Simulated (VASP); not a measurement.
# CsPbCl3 (Amm2) in VASP: single point with PBE

Aim: the single point of CsPbCl3 with PBE.

Everything below comes from runs of VASP 6.6.1. Logs are shortened: lines on timing, memory, paths and dates and some standing lists are left out, and cuts for length are marked.

## 1. The crystal as given

Symmetry: Amm2, No. 38, orthorhombic system. The conventional cell has a = 5.764 Å, b = 11.118 Å, c = 11.134 Å, α = 90.00°, β = 90.00°, γ = 90.00°. Cs (site symmetry mm2) is surrounded by 8 Cl at 3.58 to 3.96 Å. Cs (site symmetry mm2) is surrounded by 8 Cl at 3.58 to 3.94 Å. Pb (site symmetry m) is surrounded by 6 Cl at 2.85 to 2.88 Å. Cl (site symmetry m) has 2 Pb at 2.85 to 2.87 Å as nearest neighbours. Cl (site symmetry m) is surrounded by 2 Pb at 2.88 Å. Around Cl (site symmetry mm2) lie 2 Pb at 2.86 Å. Cl (site symmetry mm2) is surrounded by 2 Pb at 2.86 Å.

The cell comes from a database or a generator and needn't be the stable form of this composition.

## 2. Single point, PBE

Contents of INCAR:

```
SYSTEM = CsPbCl3
PREC = Accurate ; ENCUT = 520
EDIFF = 1E-6 ; ISMEAR = 0
SIGMA = 0.1 ; LREAL = .False.
LASPH = .True. ; NELM = 100
ALGO = Fast ; ISIF = 2
LWAVE = .False. ; LCHARG = .True.
GGA = PE ; LELF = .True.
LVHAR = .True. ; NBANDS = 55
```

Contents of KPOINTS:

```
Automatic mesh
0
Gamma
  4 2 2
  0 0 0
```

Contents of POSCAR:

```
CsPbCl3
1.0
    5.7635660000      0.0000000000      0.0000000000
    0.0000000000      5.5591320000      5.5671970000
    0.0000000000     -5.5591320000      5.5671970000
Cs Pb Cl
2 2 6
Direct
    0.5000000000      0.9949890000      0.9949890000
    0.5000000000      0.4897940000      0.4897940000
    0.0000000000      0.4934310000      0.9921500000
    0.0000000000      0.9921500000      0.4934310000
    0.0000000000      0.6845870000      0.3018850000
    0.5000000000      0.9896080000      0.4917130000
    0.5000000000      0.4917130000      0.9896080000
    0.0000000000      0.8046090000      0.8046090000
    0.0000000000      0.1852310000      0.1852310000
    0.0000000000      0.3018850000      0.6845870000
```

Potentials or basis: VASP PAW PBE potentials, release 64 (Cs_sv, Pb_d, Cl).

Started as:

```sh
$ cat potpaw_PBE.64/Cs_sv/POTCAR potpaw_PBE.64/Pb_d/POTCAR potpaw_PBE.64/Cl/POTCAR > POTCAR
$ mpirun -np 1 vasp_std > vasp.out
```

OUTCAR:

```text
SYSTEM = CsPbCl3
   PREC = Accurate
   ENCUT = 520
   EDIFF = 1E-6
   ISMEAR = 0
   LREAL = .False.
   LASPH = .True.
   NELM = 100
   ISIF = 2
   GGA = PE

 ion  position               nearest neighbor table
   1  0.500  0.995  0.995-
   2  0.500  0.490  0.490-
   3  0.000  0.493  0.992-  10 2.85   8 2.86   9 2.86   5 2.87   7 2.88   7 2.88
   4  0.000  0.992  0.493-   5 2.85   8 2.86   9 2.86  10 2.87   6 2.88   6 2.88
   5  0.000  0.685  0.302-   4 2.85   3 2.87
   6  0.500  0.990  0.492-   4 2.88   4 2.88
   7  0.500  0.492  0.990-   3 2.88   3 2.88
   8  0.000  0.805  0.805-   3 2.86   4 2.86
   9  0.000  0.185  0.185-   3 2.86   4 2.86
  10  0.000  0.302  0.685-   3 2.85   4 2.87

  LATTYP: Found a base centered orthorhombic cell.
 ALAT       =    11.1182640000
 B/A-ratio  =     1.0014507661
 C/A-ratio  =     0.5183872230

  Lattice vectors:

 A1 = (   0.0000000000,   5.5591320000,  -5.5671970000)
 A2 = (   0.0000000000,   5.5591320000,   5.5671970000)
 A3 = (   5.7635660000,   0.0000000000,   0.0000000000)

Analysis of symmetry for initial positions (statically):
=====================================================================
 Subroutine PRICEL returns:
 Original cell was already a primitive cell.

 Routine SETGRP: Setting up the symmetry group for a
 base centered orthorhombic supercell.

 Subroutine GETGRP returns: Found  4 space group operations
 (whereof  4 operations were pure point group operations)
 out of a pool of  8 trial point group operations.

The static configuration has the point symmetry C_2v.

Analysis of symmetry for dynamics (positions and initial velocities):
=====================================================================
 Subroutine PRICEL returns:
 Original cell was already a primitive cell.

 Routine SETGRP: Setting up the symmetry group for a
 base centered orthorhombic supercell.

 Subroutine GETGRP returns: Found  4 space group operations
 (whereof  4 operations were pure point group operations)
 out of a pool of  8 trial point group operations.

The dynamic configuration has the point symmetry C_2v.

 Subroutine INISYM returns: Found  4 space group operations
 (whereof  4 operations are pure point group operations),
 and found     1 'primitive' translations

----------------------------------------------------------------------------------------

                                     Primitive cell

  volume of cell :     356.7507

  direct lattice vectors                    reciprocal lattice vectors
     5.763566000  0.000000000  0.000000000     0.173503695  0.000000000  0.000000000
     0.000000000  5.559132000  5.567197000     0.000000000  0.089942099  0.089811803
     0.000000000 -5.559132000  5.567197000     0.000000000 -0.089942099  0.089811803

  length of vectors
     5.763566000  7.867504752  7.867504752     0.173503695  0.127105236  0.127105236

  position of ions in fractional coordinates (direct lattice)
     0.500000000  0.994989000  0.994989000
     0.500000000  0.489794000  0.489794000
     0.000000000  0.493431000  0.992150000
     0.000000000  0.992150000  0.493431000
     0.000000000  0.684587000  0.301885000
     0.500000000  0.989608000  0.491713000
     0.500000000  0.491713000  0.989608000
     0.000000000  0.804609000  0.804609000
     0.000000000  0.185231000  0.185231000
     0.000000000  0.301885000  0.684587000

  ion indices of the primitive-cell ions
   primitive index   ion index
                 1           1
                 2           2
                 3           3
                 4           4
                 5           5
                 6           6
                 7           7
                 8           8
                 9           9
                10          10

----------------------------------------------------------------------------------------

 KPOINTS: Automatic mesh

Automatic generation of k-mesh.
 Grid dimensions read from file:
 generate k-points for:    4    2    2

 Generating k-lattice:

  Cartesian coordinates                     Fractional coordinates (reciprocal lattice)
     0.043375924  0.000000000  0.000000000     0.250000000  0.000000000  0.000000000
     0.000000000  0.044971049  0.044905901     0.000000000  0.500000000  0.000000000
     0.000000000 -0.044971049  0.044905901     0.000000000  0.000000000  0.500000000

  Length of vectors
     0.043375924  0.063552618  0.063552618

  Shift w.r.t. Gamma in fractional coordinates (k-lattice)
     0.000000000  0.000000000  0.000000000

 Subroutine IBZKPT returns following result:
 ===========================================

 Found      9 irreducible k-points:

 Following reciprocal coordinates:
            Coordinates               Weight
  0.000000  0.000000  0.000000      1.000000
  0.250000  0.000000  0.000000      2.000000
  0.500000  0.000000  0.000000      1.000000
  0.000000  0.500000  0.000000      2.000000
  0.250000  0.500000  0.000000      4.000000
  0.500000  0.500000  0.000000      2.000000
  0.000000  0.500000  0.500000      1.000000
  0.250000  0.500000  0.500000      2.000000
  0.500000  0.500000  0.500000      1.000000
   k-points           NKPTS =      9   k-points in BZ     NKDIM =      9   number of bands    NBANDS=     55
   number of dos      NEDOS =    301   number of ions     NIONS =     10
   total plane-waves  NPLWV = 172800
   dimension x,y,z NGX =    48 NGY =   60 NGZ =   60
   dimension x,y,z NGXF=    96 NGYF=  120 NGZF=  120
   ions per type =               2   2   6
   NGX,Y,Z   is equivalent  to a cutoff of  13.85, 12.68, 12.68 a.u.
   NGXF,Y,Z  is equivalent  to a cutoff of  27.69, 25.36, 25.36 a.u.
 SYSTEM =  CsPbCl3
   PREC   = accura    normal or accurate (medium, high low for compatibility)
   ISTART =      0    job   : 0-new  1-cont  2-samecut
   ICHARG =      2    charge: 1-file 2-atom 10-const
   ISPIN  =      1    spin polarized calculation?
   LNONCOLLINEAR =      F non collinear calculations
   LSORBIT =      F    spin-orbit coupling
   LASPH  =      T    aspherical Exc in radial PAW
   ENCUT  =  520.0 eV  38.22 Ry    6.18 a.u.  10.72 14.63 14.63*2*pi/ulx,y,z
   NELM   =    100;   NELMIN=  2; NELMDL= -5     # of ELM steps
   EDIFF  = 0.1E-05   stopping-criterion for ELM
   LREAL  =      F    real-space projection
   EDIFFG = 0.1E-04   stopping-criterion for IOM
   NSW    =      0    number of steps for IOM
   IBRION =     -1    ionic relax: 0-MD 1-quasi-New 2-CG
   NFREE  =      0    steps in history (QN), initial steepest desc. (CG)
   ISIF   =      2    stress and relaxation
   ISYM   =      2    0-nonsym 1-usesym 2-fastsym
   POTIM  = 0.5000    time-step for ionic-motion
   TEBEG  =    0.0;   TEEND  =   0.0 temperature during run
   PSTRESS=    0.0 pullay stress
   NELECT =      88.0000    total number of electrons
   NUPDOWN=      -1.0000    fix difference up-down
   EMIN   =  10.00;   EMAX   =-10.00  energy-range for DOS
   EFERMI =   0.00;   METHOD = LEGACY
   ISMEAR =     0;   SIGMA  =   0.10  broadening in eV -4-tet -1-fermi 0-gaus
   EFERMI_NEDOS =   21; number of points for ismear=-14 and -15
   IALGO  =     68    algorithm
   IMIX   =      4    mixing-type and parameters
     AMIX     =   0.40;   BMIX     =  1.00
     AMIX_MAG =   1.60;   BMIX_MAG =  1.00
  volume/ion in A,a.u.               =      35.68       240.75
  Fermi-wavevector in a.u.,A,eV,Ry     =   1.026709  1.940199 14.342333  1.054132
  Thomas-Fermi vector in A             =   2.160616
   LORBIT       =      0    0 simple, 1 ext, 2 COOP (PROOUT), +10 PAW based schemes
   GGA     = PE    functional components
   LHFCALC =     F    Hartree Fock is set to
   AEXX    =    0.0000 exact exchange contribution
   IVDW    =     0    specifies the selected vdW correction
   LEPSILON=     F    determine dielectric tensor
   LRPA    =     F    only Hartree local field effects (RPA)
 non-spin polarized calculation
 RMM-DIIS sequential band-by-band and
 Gauss-broadening in eV      SIGMA  =   0.10
  energy-cutoff  :      520.00
  volume of cell :      356.75
 maximum number of plane-waves:      9648
 NGX is ok and might be reduce to    48
   NGX = 21   NGY = 29   NGZ = 29

 number of electron      88.0000004 magnetization

 Free energy of the ion-electron system (eV)
  ---------------------------------------------------
  ext. energy  EPLUGINS =         0.00000000
  ---------------------------------------------------
  free energy    TOTEN  =       -35.17495862 eV

  energy without entropy =      -35.17495862  energy(sigma->0) =      -35.17495862

 E-fermi :   1.6071     XC(G=0):  -7.7705

 val. band max:        1.1496174486   @ k =   0.5000   0.0000   0.0000
 cond. band min:       3.4185626446   @ k =   0.5000   0.0000   0.0000
 fundamental gap:      2.2689451960
 Fermi energy:         1.6071279920

 k-point     1 :       0.0000    0.0000    0.0000
  band No.  band energies     occupation
      1     -19.4674      2.00000
      2     -19.4542      2.00000
      3     -15.2900      2.00000
      4     -15.2861      2.00000
      5     -15.2487      2.00000
      6     -15.1665      2.00000
[... 47 lines left out ...]
     54       7.1781      0.00000
     55       7.3839      0.00000

 k-point     2 :       0.2500    0.0000    0.0000
  band No.  band energies     occupation
      1     -19.4661      2.00000
      2     -19.4530      2.00000
      3     -15.2902      2.00000
      4     -15.2533      2.00000
      5     -15.2112      2.00000
      6     -15.1665      2.00000
[... 47 lines left out ...]
     54       7.4100      0.00000
     55       7.5410      0.00000

 k-point     3 :       0.5000    0.0000    0.0000
  band No.  band energies     occupation
      1     -19.4648      2.00000
      2     -19.4517      2.00000
      3     -15.2905      2.00000
      4     -15.2196      2.00000
      5     -15.1719      2.00000
      6     -15.1665      2.00000
[... 47 lines left out ...]
     54       7.4893      0.00000
     55       7.6486      0.00000

 k-point     4 :       0.0000    0.5000    0.0000
  band No.  band energies     occupation
      1     -19.4669      2.00000
      2     -19.4545      2.00000
      3     -15.2670      2.00000
      4     -15.2669      2.00000
      5     -15.2317      2.00000
      6     -15.2312      2.00000
[... 47 lines left out ...]
     54       6.8740      0.00000
     55       7.4821      0.00000

 k-point     5 :       0.2500    0.5000    0.0000
  band No.  band energies     occupation
      1     -19.4657      2.00000
      2     -19.4532      2.00000
      3     -15.2320      2.00000
      4     -15.2319      2.00000
      5     -15.2315      2.00000
      6     -15.2311      2.00000
[... 47 lines left out ...]
     54       7.0472      0.00000
     55       7.1912      0.00000

 k-point     6 :       0.5000    0.5000    0.0000
  band No.  band energies     occupation
      1     -19.4644      2.00000
      2     -19.4519      2.00000
      3     -15.2317      2.00000
      4     -15.2313      2.00000
      5     -15.1954      2.00000
      6     -15.1952      2.00000
[... 47 lines left out ...]
     54       7.2670      0.00000
     55       7.3014      0.00000

 k-point     7 :       0.0000    0.5000    0.5000
  band No.  band energies     occupation
      1     -19.4668      2.00000
      2     -19.4544      2.00000
      3     -15.2866      2.00000
      4     -15.2865      2.00000
      5     -15.2121      2.00000
      6     -15.2116      2.00000
[... 47 lines left out ...]
     54       7.3664      0.00000
     55       7.6585      0.00000

 k-point     8 :       0.2500    0.5000    0.5000
  band No.  band energies     occupation
      1     -19.4656      2.00000
      2     -19.4531      2.00000
      3     -15.2669      2.00000
      4     -15.2668      2.00000
      5     -15.1961      2.00000
      6     -15.1956      2.00000
[... 47 lines left out ...]
     54       7.1560      0.00000
     55       7.7211      0.00000

 k-point     9 :       0.5000    0.5000    0.5000
  band No.  band energies     occupation
      1     -19.4643      2.00000
      2     -19.4518      2.00000
      3     -15.2552      2.00000
      4     -15.2551      2.00000
      5     -15.1708      2.00000
      6     -15.1704      2.00000
[... 47 lines left out ...]
     54       7.0569      0.00000
     55       8.1129      0.00000

------------------------ aborting loop because EDIFF is reached ----------------------------------------

  FORCE on cell =-STRESS in cart. coord.  units (eV):
  Direction    XX          YY          ZZ          XY          YZ          ZX
  --------------------------------------------------------------------------------------
  -------------------------------------------------------------------------------------
  Total        1.4535207      1.8554623      1.8297698      0.0000000      0.0000000      0.0000000
  in kB        6.5278018      8.3329329      8.2175469      0.0000000      0.0000000      0.0000000
  external PRESSURE =       7.6927605 kB  Pullay stress =       0.0000000 kB

 VOLUME and BASIS-vectors are now :
 -----------------------------------------------------------------------------
  energy-cutoff  :      520.00
  volume of cell :      356.75
      direct lattice vectors                 reciprocal lattice vectors
     5.763566000  0.000000000  0.000000000     0.173503695  0.000000000  0.000000000
     0.000000000  5.559132000  5.567197000     0.000000000  0.089942099  0.089811803
     0.000000000 -5.559132000  5.567197000     0.000000000 -0.089942099  0.089811803

 POSITION                                       TOTAL-FORCE (eV/Angst)
 -----------------------------------------------------------------------------------
      2.88178      0.00000     11.07860         0.000000      0.000000     -0.011355
      2.88178      0.00000      5.45356         0.000000      0.000000      0.004263
      0.00000     -2.77244      8.27052         0.000000      0.009870      0.005782
      0.00000      2.77244      8.27052         0.000000     -0.009870      0.005782
      0.00000      2.12749      5.49188         0.000000     -0.047410     -0.010988
      2.88178      2.76786      8.24681         0.000000      0.006092      0.005715
      2.88178     -2.76786      8.24681         0.000000     -0.006092      0.005715
      0.00000      0.00000      8.95883         0.000000      0.000000      0.036700
      0.00000      0.00000      2.06243         0.000000      0.000000     -0.030625
      0.00000     -2.12749      5.49188         0.000000      0.047410     -0.010988
 -----------------------------------------------------------------------------------
    total drift:                                0.000000     -0.000000      0.000481

  FREE ENERGIE OF THE ION-ELECTRON SYSTEM (eV)
  ---------------------------------------------------
  free  energy   TOTEN  =       -35.1749586196 eV

  energy  without entropy=      -35.1749586196  energy(sigma->0) =      -35.17495862
```

Run time: 5 min. Hardware: 1 thread of Intel Xeon Platinum 8559C (Emerald Rapids), shared host; peak memory 0.5 GiB.

What came out:

```
Free energy            : -35.1750 eV
Pressure               : 0.8 GPa
Largest force          : 0.049 eV/Å
Band gap on the k mesh : 2.27 eV, direct
```

Forces in eV/Å, atoms in the order of the input:
```
Cs   0.000  0.000 -0.011
Cs   0.000  0.000  0.004
Pb   0.000  0.010  0.006
Pb   0.000 -0.010  0.006
Cl   0.000 -0.047 -0.011
Cl   0.000  0.006  0.006
Cl   0.000 -0.006  0.006
Cl   0.000  0.000  0.037
Cl   0.000  0.000 -0.031
Cl   0.000  0.047 -0.011
```

Caveat: spin-orbit coupling is left out, which as a rule narrows the gap of such compounds by several tenths of an eV.
